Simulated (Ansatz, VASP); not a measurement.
## Two plane-wave programs on KCl

```xyz
2
Lattice="3.7712 0.0270 0.0000 0.0270 3.7712 0.0000 0.0000 0.0000 3.7712" Properties=species:S:1:pos:R:3 pbc="T T T"
K     0.0000    0.0000    0.0000
Cl    1.8991    1.8991    1.8856
```

Change from the starting cell: shear_xy strain +1.4%.

Alike in both runs: task single point; functional PBE; k mesh 8 × 8 × 8; occupations fermi-dirac, width 0.02 eV; no spin polarisation.

```csv
,VASP,Ansatz
version,VASP 6.6.1,Ansatz 0.2.0
potentials or method,"VASP PAW PBE potentials, release 64 (K_sv, Cl)","plane waves, PAW"
plane-wave cutoff (eV),520,420
valence electrons in the cell,16,16
```

|  | VASP | Ansatz | Ansatz less VASP |
| --- | --- | --- | --- |
| gap on the k mesh at the Fermi level (eV) | 5.03 | 5.03 | +0.001 |
| pressure (GPa) | 1.1 | 1.1 | -0.02 |
| largest component of the traceless stress (GPa) | 0.10 | 0.10 | -0.003 |

A k mesh can miss the band edges.
